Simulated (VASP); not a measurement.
# AlAs (F-43m) in VASP: band structure with PBE

Aim: the band structure of AlAs with PBE.

Everything below comes from runs of VASP 6.6.1. Logs are shortened: lines on timing, memory, paths and dates and some standing lists are left out, and cuts for length are marked.

## 1. Starting point

The structure is cubic, space group F-43m (No. 216). The conventional cell has a = 5.728 Å, b = 5.728 Å, c = 5.728 Å, α = 90.00°, β = 90.00°, γ = 90.00°. Al (site symmetry -43m) is surrounded by 4 As at 2.48 Å. Around As (site symmetry -43m) lie 4 Al at 2.48 Å.

## 2. Band structure, PBE

INCAR reads:

```
SYSTEM = AlAs
PREC = Accurate
ENCUT = 520
EDIFF = 1E-6
ISMEAR = 0
SIGMA = 0.02
LREAL = .False.
LASPH = .True.
NELM = 80
ALGO = Normal
ISIF = 2
LWAVE = .False.
LCHARG = .False.
GGA = PE
```

KPOINTS reads:

```
Automatic mesh
0
Gamma
  8 8 8
  0 0 0
```

POSCAR reads:

```
AlAs
1.0
    0.0000000000      2.8642080000      2.8642080000
    2.8642080000      0.0000000000      2.8642080000
    2.8642080000      2.8642080000      0.0000000000
Al As
1 1
Direct
    0.0000000000      0.0000000000      0.0000000000
    0.2500000000      0.2500000000      0.2500000000
```

KPOINTS_OPT reads:

```
path GXWKGLUWLK,UX
20
line-mode
reciprocal
 0.0000000000  0.0000000000  0.0000000000  G
 0.5000000000  0.0000000000  0.5000000000  X

 0.5000000000  0.0000000000  0.5000000000  X
 0.5000000000  0.2500000000  0.7500000000  W

 0.5000000000  0.2500000000  0.7500000000  W
 0.3750000000  0.3750000000  0.7500000000  K

 0.3750000000  0.3750000000  0.7500000000  K
 0.0000000000  0.0000000000  0.0000000000  G

 0.0000000000  0.0000000000  0.0000000000  G
 0.5000000000  0.5000000000  0.5000000000  L

 0.5000000000  0.5000000000  0.5000000000  L
 0.6250000000  0.2500000000  0.6250000000  U

 0.6250000000  0.2500000000  0.6250000000  U
 0.5000000000  0.2500000000  0.7500000000  W

 0.5000000000  0.2500000000  0.7500000000  W
 0.5000000000  0.5000000000  0.5000000000  L

 0.5000000000  0.5000000000  0.5000000000  L
 0.3750000000  0.3750000000  0.7500000000  K

 0.6250000000  0.2500000000  0.6250000000  U
 0.5000000000  0.0000000000  0.5000000000  X
```

Potentials or basis: VASP PAW PBE potentials, release 64 (Al, As).

Started as:

```console
> cat potpaw_PBE.64/Al/POTCAR potpaw_PBE.64/As/POTCAR > POTCAR
> mpirun -np 1 vasp_std > vasp.out
```

OUTCAR:

```text
SYSTEM = AlAs
   PREC = Accurate
   ENCUT = 520
   EDIFF = 1E-6
   ISMEAR = 0
   LREAL = .False.
   LASPH = .True.
   NELM = 80
   ISIF = 2
   GGA = PE

 ion  position               nearest neighbor table
   1  0.000  0.000  0.000-   2 2.48   2 2.48   2 2.48   2 2.48
   2  0.250  0.250  0.250-   1 2.48   1 2.48   1 2.48   1 2.48

  LATTYP: Found a face centered cubic cell.
 ALAT       =     5.7284160000

  Lattice vectors:

 A1 = (   0.0000000000,   2.8642080000,   2.8642080000)
 A2 = (   2.8642080000,   0.0000000000,   2.8642080000)
 A3 = (   2.8642080000,   2.8642080000,   0.0000000000)

Analysis of symmetry for initial positions (statically):
=====================================================================
 Subroutine PRICEL returns:
 Original cell was already a primitive cell.

 Routine SETGRP: Setting up the symmetry group for a
 face centered cubic supercell.

 Subroutine GETGRP returns: Found 24 space group operations
 (whereof 24 operations were pure point group operations)
 out of a pool of 48 trial point group operations.

The static configuration has the point symmetry T_d .

Analysis of symmetry for dynamics (positions and initial velocities):
=====================================================================
 Subroutine PRICEL returns:
 Original cell was already a primitive cell.

 Routine SETGRP: Setting up the symmetry group for a
 face centered cubic supercell.

 Subroutine GETGRP returns: Found 24 space group operations
 (whereof 24 operations were pure point group operations)
 out of a pool of 48 trial point group operations.

The dynamic configuration has the point symmetry T_d .

 Subroutine INISYM returns: Found 24 space group operations
 (whereof 24 operations are pure point group operations),
 and found     1 'primitive' translations

----------------------------------------------------------------------------------------

                                     Primitive cell

  volume of cell :      46.9941

  direct lattice vectors                    reciprocal lattice vectors
     0.000000000  2.864208000  2.864208000    -0.174568327  0.174568327  0.174568327
     2.864208000  0.000000000  2.864208000     0.174568327 -0.174568327  0.174568327
     2.864208000  2.864208000  0.000000000     0.174568327  0.174568327 -0.174568327

  length of vectors
     4.050601799  4.050601799  4.050601799     0.302361213  0.302361213  0.302361213

  position of ions in fractional coordinates (direct lattice)
     0.000000000  0.000000000  0.000000000
     0.250000000  0.250000000  0.250000000

  ion indices of the primitive-cell ions
   primitive index   ion index
                 1           1
                 2           2

----------------------------------------------------------------------------------------

 KPOINTS: Automatic mesh

Automatic generation of k-mesh.
 Grid dimensions read from file:
 generate k-points for:    8    8    8

 Generating k-lattice:

  Cartesian coordinates                     Fractional coordinates (reciprocal lattice)
    -0.021821041  0.021821041  0.021821041     0.125000000  0.000000000  0.000000000
     0.021821041 -0.021821041  0.021821041     0.000000000  0.125000000  0.000000000
     0.021821041  0.021821041 -0.021821041     0.000000000  0.000000000  0.125000000

  Length of vectors
     0.037795152  0.037795152  0.037795152

  Shift w.r.t. Gamma in fractional coordinates (k-lattice)
     0.000000000  0.000000000  0.000000000

 Subroutine IBZKPT returns following result:
 ===========================================

 Found     29 irreducible k-points:

 Following reciprocal coordinates:
            Coordinates               Weight
  0.000000  0.000000  0.000000      1.000000
  0.125000  0.000000  0.000000      8.000000
  0.250000  0.000000  0.000000      8.000000
  0.375000  0.000000  0.000000      8.000000
  0.500000  0.000000  0.000000      4.000000
  0.125000  0.125000  0.000000      6.000000
[... 16 lines left out ...]
  0.500000  0.250000  0.125000     48.000000
 -0.375000  0.250000  0.125000     24.000000
 [... further k-points ...]
   k-points           NKPTS =     29   k-points in BZ     NKDIM =     29   number of bands    NBANDS=      8
   number of dos      NEDOS =    301   number of ions     NIONS =      2
   total plane-waves  NPLWV =  27000
   dimension x,y,z NGX =    30 NGY =   30 NGZ =   30
   dimension x,y,z NGXF=    60 NGYF=   60 NGZF=   60
   ions per type =               1   1
   NGX,Y,Z   is equivalent  to a cutoff of  12.31, 12.31, 12.31 a.u.
   NGXF,Y,Z  is equivalent  to a cutoff of  24.63, 24.63, 24.63 a.u.
 SYSTEM =  AlAs
   PREC   = accura    normal or accurate (medium, high low for compatibility)
   ISTART =      0    job   : 0-new  1-cont  2-samecut
   ICHARG =      2    charge: 1-file 2-atom 10-const
   ISPIN  =      1    spin polarized calculation?
   LNONCOLLINEAR =      F non collinear calculations
   LSORBIT =      F    spin-orbit coupling
   LASPH  =      T    aspherical Exc in radial PAW
   ENCUT  =  520.0 eV  38.22 Ry    6.18 a.u.   7.53  7.53  7.53*2*pi/ulx,y,z
   NELM   =     80;   NELMIN=  2; NELMDL= -5     # of ELM steps
   EDIFF  = 0.1E-05   stopping-criterion for ELM
   LREAL  =      F    real-space projection
[... 7 lines left out ...]
   TEBEG  =    0.0;   TEEND  =   0.0 temperature during run
   PSTRESS=    0.0 pullay stress
   NELECT =       8.0000    total number of electrons
   NUPDOWN=      -1.0000    fix difference up-down
   EMIN   =  10.00;   EMAX   =-10.00  energy-range for DOS
   EFERMI =   0.00;   METHOD = LEGACY
   ISMEAR =     0;   SIGMA  =   0.02  broadening in eV -4-tet -1-fermi 0-gaus
   EFERMI_NEDOS =   21; number of points for ismear=-14 and -15
   IALGO  =     38    algorithm
   IMIX   =      4    mixing-type and parameters
     AMIX     =   0.40;   BMIX     =  1.00
     AMIX_MAG =   1.60;   BMIX_MAG =  1.00
  volume/ion in A,a.u.               =      23.50       158.57
  Fermi-wavevector in a.u.,A,eV,Ry     =   0.907313  1.714572 11.200536  0.823216
  Thomas-Fermi vector in A             =   2.031105
   LORBIT       =      0    0 simple, 1 ext, 2 COOP (PROOUT), +10 PAW based schemes
   GGA     = PE    functional components
   LHFCALC =     F    Hartree Fock is set to
   AEXX    =    0.0000 exact exchange contribution
   IVDW    =     0    specifies the selected vdW correction
   LEPSILON=     F    determine dielectric tensor
   LRPA    =     F    only Hartree local field effects (RPA)
 non-spin polarized calculation
 Gauss-broadening in eV      SIGMA  =   0.02
  energy-cutoff  :      520.00
  volume of cell :       46.99
 maximum number of plane-waves:      1283
   NGX = 15   NGY = 15   NGZ = 15

 number of electron       7.9999999 magnetization

 Free energy of the ion-electron system (eV)
  ---------------------------------------------------
  ext. energy  EPLUGINS =         0.00000000
  ---------------------------------------------------
  free energy    TOTEN  =        -9.38802374 eV

  energy without entropy =       -9.38802374  energy(sigma->0) =       -9.38802374

 E-fermi :   3.6727     XC(G=0):  -8.9036

 val. band max:        3.5914406803   @ k =   0.0000   0.0000   0.0000
 cond. band min:       5.0865169415   @ k =   0.5000   0.5000   0.0000
 fundamental gap:      1.4950762612
 Fermi energy:         3.6727438120

 k-point     1 :       0.0000    0.0000    0.0000
  band No.  band energies     occupation
      1      -8.0778      2.00000
      2       3.5914      2.00000
      3       3.5914      2.00000
      4       3.5914      2.00000
      5       5.3721      0.00000
      6       7.8182      0.00000
      7       7.8182      0.00000
      8       7.8182      0.00000

 k-point     2 :       0.1250    0.0000    0.0000
  band No.  band energies     occupation
      1      -7.9318      2.00000
      2       2.1670      2.00000
      3       3.4359      2.00000
      4       3.4359      2.00000
      5       6.1719      0.00000
      6       8.0911      0.00000
      7       8.0911      0.00000
      8       8.1752      0.00000

 k-point     3 :       0.2500    0.0000    0.0000
  band No.  band energies     occupation
      1      -7.5283      2.00000
      2       0.2678      2.00000
      3       3.1279      2.00000
      4       3.1279      2.00000
      5       6.0581      0.00000
      6       8.4361      0.00000
      7       8.4361      0.00000
      8       9.8369      0.00000

 k-point     4 :       0.3750    0.0000    0.0000
  band No.  band energies     occupation
      1      -7.0110      2.00000
      2      -1.2201      2.00000
      3       2.8810      2.00000
      4       2.8810      2.00000
      5       5.7294      0.00000
      6       8.3498      0.00000
      7       8.3498      0.00000
      8      11.1834      0.00000

 k-point     5 :       0.5000    0.0000    0.0000
  band No.  band energies     occupation
      1      -6.7380      2.00000
      2      -1.8254      2.00000
      3       2.7911      2.00000
      4       2.7911      2.00000
      5       5.6028      0.00000
      6       8.2446      0.00000
      7       8.2446      0.00000
      8      11.2731      0.00000

 k-point     6 :       0.1250    0.1250    0.0000
  band No.  band energies     occupation
      1      -7.8828      2.00000
      2       2.1917      2.00000
      3       3.1134      2.00000
      4       3.1134      2.00000
      5       6.8085      0.00000
      6       7.1949      0.00000
      7       8.5970      0.00000
      8       8.5970      0.00000

 k-point     7 :       0.2500    0.1250    0.0000
  band No.  band energies     occupation
      1      -7.5628      2.00000
      2       0.7442      2.00000
      3       2.7415      2.00000
      4       2.7698      2.00000
      5       6.8443      0.00000
      6       7.5811      0.00000
      7       9.1700      0.00000
      8       9.1958      0.00000
[... 133 lines left out ...]
 k-point    20 :      -0.3750    0.3750    0.0000
  band No.  band energies     occupation
      1      -6.2506      2.00000
      2      -1.4798      2.00000
      3       0.3195      2.00000
      4       1.8541      2.00000
      5       5.8455      0.00000
      6       8.4836      0.00000
      7      11.5970      0.00000
      8      11.6956      0.00000

 k-point    21 :       0.5000    0.5000    0.0000
  band No.  band energies     occupation
      1      -6.2209      2.00000
      2      -1.7189      2.00000
      3       1.4962      2.00000
      4       1.4962      2.00000
      5       5.0865      0.00000
      6       5.8804      0.00000
      7      13.6506      0.00000
      8      13.6506      0.00000

 k-point    22 :       0.3750    0.2500    0.1250
  band No.  band energies     occupation
      1      -7.1916      2.00000
      2      -0.1190      2.00000
      3       1.7124      2.00000
      4       2.6482      2.00000
      5       7.1460      0.00000
      6       7.6921      0.00000
      7       8.8641      0.00000
      8       9.9871      0.00000

 k-point    23 :       0.5000    0.2500    0.1250
  band No.  band energies     occupation
      1      -6.7278      2.00000
      2      -1.0878      2.00000
      3       1.1412      2.00000
      4       2.2835      2.00000
      5       7.1978      0.00000
      6       7.9767      0.00000
      7       9.2794      0.00000
      8      10.3409      0.00000

 k-point    24 :      -0.3750    0.2500    0.1250
  band No.  band energies     occupation
      1      -6.4908      2.00000
      2      -1.5412      2.00000
      3       0.9903      2.00000
      4       2.1088      2.00000
      5       7.1711      0.00000
      6       7.8022      0.00000
      7      10.1295      0.00000
      8      11.0933      0.00000

 [... further k-points ...]
[... 5 lines left out ...]
  --------------------------------------------------------------------------------------
  -------------------------------------------------------------------------------------
  Total        0.0478789      0.0478789      0.0478789      0.0000000      0.0000000     -0.0000000
  in kB        1.6323417      1.6323417      1.6323417      0.0000000      0.0000000     -0.0000000
  external PRESSURE =       1.6323417 kB  Pullay stress =       0.0000000 kB

 VOLUME and BASIS-vectors are now :
 -----------------------------------------------------------------------------
  energy-cutoff  :      520.00
  volume of cell :       46.99
      direct lattice vectors                 reciprocal lattice vectors
     0.000000000  2.864208000  2.864208000    -0.174568327  0.174568327  0.174568327
     2.864208000  0.000000000  2.864208000     0.174568327 -0.174568327  0.174568327
     2.864208000  2.864208000  0.000000000     0.174568327  0.174568327 -0.174568327

 POSITION                                       TOTAL-FORCE (eV/Angst)
 -----------------------------------------------------------------------------------
      0.00000      0.00000      0.00000         0.000000      0.000000      0.000000
      1.43210      1.43210      1.43210        -0.000000     -0.000000     -0.000000
 -----------------------------------------------------------------------------------
    total drift:                               -0.000000     -0.000000     -0.000000

  FREE ENERGIE OF THE ION-ELECTRON SYSTEM (eV)
  ---------------------------------------------------
  free  energy   TOTEN  =        -9.3880237422 eV

  energy  without entropy=       -9.3880237422  energy(sigma->0) =       -9.38802374
```

Run time: 28 s. Hardware: 1 thread of AMD EPYC 9R45 (Zen 5), shared host; peak memory 0.14 GiB.

What came out:

| Item | Value |
| --- | --- |
| Free energy | -9.3880 eV |
| Pressure | 0.2 GPa |
| Band gap on the k mesh | 1.50 eV, indirect (least direct gap 1.78 eV) |
| Band gap along the path | 1.49 eV, indirect (least direct gap 1.78 eV) |

Levels at the corners of the path, in eV from the valence-band top:
```csv
point,band 1,band 2,band 3,band 4,band 5,band 6,band 7,band 8
Γ,-11.67,0.00,0.00,0.00,1.78,4.23,4.23,4.23
X,-9.81,-5.31,-2.10,-2.10,1.49,2.29,10.06,10.06
X,-9.81,-5.31,-2.10,-2.10,1.49,2.29,10.06,10.06
W,-9.78,-5.00,-3.04,-2.71,4.31,5.46,5.58,6.01
W,-9.78,-5.00,-3.04,-2.71,4.31,5.46,5.58,6.01
K,-9.84,-5.07,-3.27,-1.74,2.25,4.89,8.01,8.10
K,-9.84,-5.07,-3.27,-1.74,2.25,4.89,8.01,8.10
Γ,-11.67,0.00,0.00,0.00,1.78,4.23,4.23,4.23
Γ,-11.67,0.00,0.00,0.00,1.78,4.23,4.23,4.23
L,-10.33,-5.42,-0.80,-0.80,2.01,4.65,4.65,7.68
L,-10.33,-5.42,-0.80,-0.80,2.01,4.65,4.65,7.68
U,-9.84,-5.07,-3.27,-1.74,2.25,4.89,8.01,8.10
U,-9.84,-5.07,-3.27,-1.74,2.25,4.89,8.01,8.10
W,-9.78,-5.00,-3.04,-2.71,4.31,5.46,5.58,6.01
W,-9.78,-5.00,-3.04,-2.71,4.31,5.46,5.58,6.01
L,-10.33,-5.42,-0.80,-0.80,2.01,4.65,4.65,7.68
L,-10.33,-5.42,-0.80,-0.80,2.01,4.65,4.65,7.68
K,-9.84,-5.07,-3.27,-1.74,2.25,4.89,8.01,8.10
U,-9.84,-5.07,-3.27,-1.74,2.25,4.89,8.01,8.10
X,-9.81,-5.31,-2.10,-2.10,1.49,2.29,10.06,10.06
```
